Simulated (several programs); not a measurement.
GaSb (started from an entry of an open crystallographic database), relaxed with r2SCAN in Ansatz, was computed with several methods. The symmetry is F-43m (No. 216, cubic); conventional cell a = 6.132 Å, 28.82 Å³ an atom. Around Ga lie 4 Sb at 2.66 Å; around Sb lie 4 Ga at 2.66 Å. No spin polarisation and no zero-point or thermal motion.

```
Ga Sb
1.0
     0.00000    3.06588    3.06588
     3.06588    0.00000    3.06588
     3.06588    3.06588    0.00000
Ga Sb
1 1
Direct
  0.00000 0.00000 0.00000
  0.25000 0.25000 0.25000
```

Gaps and times are for a single point on this cell; volume and bulk modulus come from each method's own relaxation or energy curve at fixed shape. Times are rough, from shared hosts (Arm Neoverse V2), and each method has its own mesh and cell size. PM6 (MOPAC), PM7 (MOPAC), GFN1-xTB (tblite), GFN2-xTB (tblite) treat a cluster of cells at its zone centre, which samples few k points: where these miss a band edge, the gap comes out too large for that reason alone. Gaps from k meshes are read at a limited set of points (mesh, symmetry points, PBE's band edges), so each method's own least gap may be somewhat smaller. xTB and the PM methods were fitted mostly to molecules, and can miss a solid's gap by electronvolts. Minimal bases can be far off for gaps. Times of the plane-wave ladder aren't listed, since it ran on unlike processors and cards. d marks a direct gap, i an indirect one (no mark: not told apart), a dash a value that wasn't computed or didn't pass its checks.

| method | kind | gap (eV) | own volume (Å³/atom) | bulk modulus (GPa) | atoms computed | processor time |
| --- | --- | --- | --- | --- | --- | --- |
| PBEsol | semilocal | – | 28.58 | – | 2 | – |
| light PBE (260 eV and a coarse mesh) | light plane-wave | 0 | – | – | 2 | 0.92 s |
| PBE/single zeta (GPAW) | small basis | 0 | – | – | 2 | 3.2 s |
| PBE | semilocal | 0 | 30.08 | 44 | 2 | – |
| GFN1-xTB (tblite) | tight binding | 0 | 29.48 | 59 | cluster | 4.7 s |
| GFN2-xTB (tblite) | tight binding | 0.75 | – | – | cluster | 5.7 s |
| PBE/SZV (CP2K) | small basis | 0.32 d | 30.24 | 49 | 2 | 6.2 s |
| LDA | semilocal | 0 | 27.69 | – | 2 | – |
| PM6 (MOPAC) | semi-empirical | 6.54 | – | – | cluster | 7.1 s |
| r2SCAN | semilocal | 0.41 d | 28.82 | 53 | 2 | – |
| PM7 (MOPAC) | semi-empirical | 4.79 | – | – | cluster | 12 s |
| PBE/DZVP (CP2K) | small basis | 0.02 d | – | – | 2 | 17 s |
| PBE+SOC | semilocal | 0 | – | – | 2 | – |
| PBE0 | hybrid | 1.33 d | – | – | 2 | – |
| HSE06 | hybrid | 0.77 d | 29.04 | – | 2 | – |
| HSE06+SOC | hybrid | 0.59 d | – | – | 2 | – |

Problem. How far from the measured values lie the methods that can be set against them?

Solution.
- Band gap, measured 0.8 eV: light PBE (260 eV and a coarse mesh) -0.80 eV, PBE/single zeta (GPAW) -0.80 eV, PBE -0.80 eV, GFN1-xTB (tblite) -0.80 eV, GFN2-xTB (tblite) -0.05 eV, PBE/SZV (CP2K) -0.48 eV, LDA -0.80 eV, PM6 (MOPAC) +5.74 eV, r2SCAN -0.39 eV, PM7 (MOPAC) +3.99 eV, PBE/DZVP (CP2K) -0.78 eV, PBE+SOC -0.80 eV, PBE0 +0.53 eV, HSE06 -0.03 eV, HSE06+SOC -0.21 eV.
The calculations are for a static lattice; samples hold vibrations, temperature and, in optical gaps, excitons. A measured value is shown where most reports agree with it, and only for the quantities listed. Sources: 0.8 eV (direct gap at Gamma from photoreflectance of the GaSb layers; 10 K; “GaSbBi alloys and heterostructures: fabrication and properties”; PR signal from GaSb cap, barriers and buffer in a GaSbBi/GaSb quantum-well structure; line shape mixes several layers; 2019; arxiv:1910.11210).

Only the rows marked +SOC include spin-orbit coupling.
